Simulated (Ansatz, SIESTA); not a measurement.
This is a calculation of Nb3Sn for Ansatz 0.2.0. Atoms were shifted at random by some hundredths of an Å from the given cell, which wasn't relaxed again for these runs. 

input.yaml

```yaml
crystal:
  lattice:
    - [5.2821, 0.0, 0.0]
    - [0.0, 5.2821, 0.0]
    - [0.0, 0.0, 5.2821]
  atoms:
    - { symbol: Sn, position: [0.5081, 0.504554, 0.503204] }
    - { symbol: Sn, position: [0.005783, -0.002261, -0.015081] }
    - { symbol: Nb, position: [-0.003119, 0.494141, 0.237414] }
    - { symbol: Nb, position: [0.004987, 0.500318, 0.746168] }
    - { symbol: Nb, position: [0.49721, 0.249556, -0.00048] }
    - { symbol: Nb, position: [0.752298, 0.001952, 0.494393] }
    - { symbol: Nb, position: [0.504883, 0.746548, -0.007372] }
    - { symbol: Nb, position: [0.253642, -0.002632, 0.506667] }
hamiltonian:
  xc: pbesol
  pseudopotentials: { kind: paw }
kpoints:
  mp_grid: { grid: [5, 5, 5] }
scf:
  occupations: { method: fermi_dirac, width: 0.05 }
output:
  forces: true
  stress: true
  eigenvalues: true
  write_density: true
  write_potential: true
  elf: true
  volumetric_format: npy
```

Potentials or basis: Ansatz PAW.

Run with:

```sh
$ ansatz run input.yaml --threads 4 --pin off --max-ram 11264MiB --backend cpu --events-out ev --progress --plain --runs-dir out
```

**Question.** Set up the same calculation for SIESTA 5.4.2. Potentials or basis there: files PseudoDojo sr-pbesol-0.4.1-standard, DZP (energy shift 0.003 Ry; two zetas on semicore shells).

**Answer.** As run (cutoffs and basis follow the program's own potentials, and thresholds, step limits or extra output files can differ):

The input Nb3Sn.fdf:

```
SystemName                      Nb3Sn
SystemLabel                     Nb3Sn
NumberOfSpecies                 2
NumberOfAtoms                   8
%block ChemicalSpeciesLabel
  1  50 Sn
  2  41 Nb
%endblock ChemicalSpeciesLabel

LatticeConstant                 1.0 Ang
%block LatticeVectors
     5.2821000000     0.0000000000     0.0000000000
     0.0000000000     5.2821000000     0.0000000000
     0.0000000000     0.0000000000     5.2821000000
%endblock LatticeVectors
AtomicCoordinatesFormat         Fractional
%block AtomicCoordinatesAndAtomicSpecies
     0.5081000000     0.5045540000     0.5032040000  1  Sn
     0.0057830000    -0.0022610000    -0.0150810000  1  Sn
    -0.0031190000     0.4941410000     0.2374140000  2  Nb
     0.0049870000     0.5003180000     0.7461680000  2  Nb
     0.4972100000     0.2495560000    -0.0004800000  2  Nb
     0.7522980000     0.0019520000     0.4943930000  2  Nb
     0.5048830000     0.7465480000    -0.0073720000  2  Nb
     0.2536420000    -0.0026320000     0.5066670000  2  Nb
%endblock AtomicCoordinatesAndAtomicSpecies

%block kgrid.MonkhorstPack
    5   0   0  0.0
    0   5   0  0.0
    0   0   5  0.0
%endblock kgrid.MonkhorstPack
XC.Functional                   GGA
XC.Authors                      PBEsol
PAO.BasisSize                   DZP
PAO.EnergyShift                 0.003 Ry
Mesh.Cutoff                     800 Ry
OccupationFunction              FD
ElectronicTemperature           0.05 eV
MaxSCFIterations                120
SCF.MustConverge                false
SCF.Mixer.Method                Pulay
SCF.Mixer.Weight                0.25
SCF.Mixer.History               8
SCF.DM.Tolerance                5.0e-05
SCF.H.Tolerance                 1.0e-03 eV
WriteForces                     true
Charge.Mulliken                 end
%block PAO.Basis
  Sn 4
  n=5 0 2
    6.406 0.000
  n=5 1 2
    8.599 0.000
  n=4 2 2
    3.767 0.000
  n=5 2 1
    8.599
  Nb 5
  n=4 0 2
    3.366 0.000
  n=5 0 2
    9.113 0.000
  n=4 1 2
    3.905 0.000
  n=5 1 1
    9.113
  n=4 2 2
    7.312 0.000
%endblock PAO.Basis
```

Potentials or basis: PseudoDojo 0.4 standard (PBEsol files), converted to PSML, two zetas on semicore shells, DZP (energy shift 0.003 Ry; two zetas on semicore shells).

Command:

```console
$ siesta < Nb3Sn.fdf > Nb3Sn.out 2>&1
```

Both were run:

|  | Ansatz | SIESTA |
| --- | --- | --- |
| Pressure | -1.9 GPa | 0.1 GPa |
| Largest force | 0.849 eV/Å | 0.931 eV/Å |
| Energy over the undisturbed cell | 8.0 meV/atom | 8.9 meV/atom |

Ansatz's pressure holds a Pulay term of +0.04 GPa for its cutoff of 420 eV, which the other run lacks.

Ansatz's potentials were made for PBE.

Where Ansatz's input types no cutoff or centring, it takes its own default and a Γ-centred mesh.

Pressure is positive in compression.
